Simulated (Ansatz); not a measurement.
Input of an Ansatz 0.2.0 run:

The input input.yaml:

```yaml
crystal:
  lattice:
    - [3.4800006906, 0.0, 0.0]
    - [-1.7400003453, 3.0137690032, 0.0]
    - [0.0, 0.0, 23.385]
  atoms:
    - { symbol: Pb, position: [0.6666666667, 0.3333333334, 0.3207184092] }
    - { symbol: Pb, position: [0.3333333333, 0.6666666666, 0.4402394697] }
    - { symbol: Pb, position: [0.6666666667, 0.3333333334, 0.5597605303] }
    - { symbol: Pb, position: [0.3333333333, 0.6666666666, 0.6792815908] }
hamiltonian:
  xc: pbe
  pseudopotentials: { kind: paw, accuracy: standard }
kpoints:
  mp_grid: { grid: [9, 9, 1] }
  band_path:
    path:
      - [0.0, 0.0, 0.0]
      - [0.5, 0.0, 0.0]
      - [0.3333333333, 0.3333333333, 0.0]
      - [0.0, 0.0, 0.0]
    npoints: 14
scf:
  occupations: { method: fermi_dirac, width: 0.05 }
  n_extra_bands: 10
output:
  forces: true
  eigenvalues: true
  fatbands: false
efield:
  axis: 3
  dipole_correction: true
  ramp_width: 0.04
```

Potentials or basis: SSSP efficiency PAW.

The run is started by

```console
$ ansatz run input.yaml --threads 4 --pin off --max-ram 11264MiB --backend cpu --events-out ev --progress --plain --runs-dir out
```

Estimate the band gap on the k mesh.

none (metal or under the smearing width).

Estimate the work function of the lower face.

3.80 eV.

Levels at the corners of the path, in eV from the Fermi level:
```
point  band 26  band 27  band 28  band 29  band 30  band 31
    Γ    -1.41     1.12     3.11     3.54     4.98     5.01
    M    -3.39    -2.83    -1.91     0.33     1.82     2.36
    K    -2.08    -2.08    -1.81    -0.92    -0.92    -0.73
    Γ    -1.41     1.12     3.11     3.54     4.98     5.01
```

Caveat: spin-orbit coupling is left out, which moves the levels of the heavy elements.
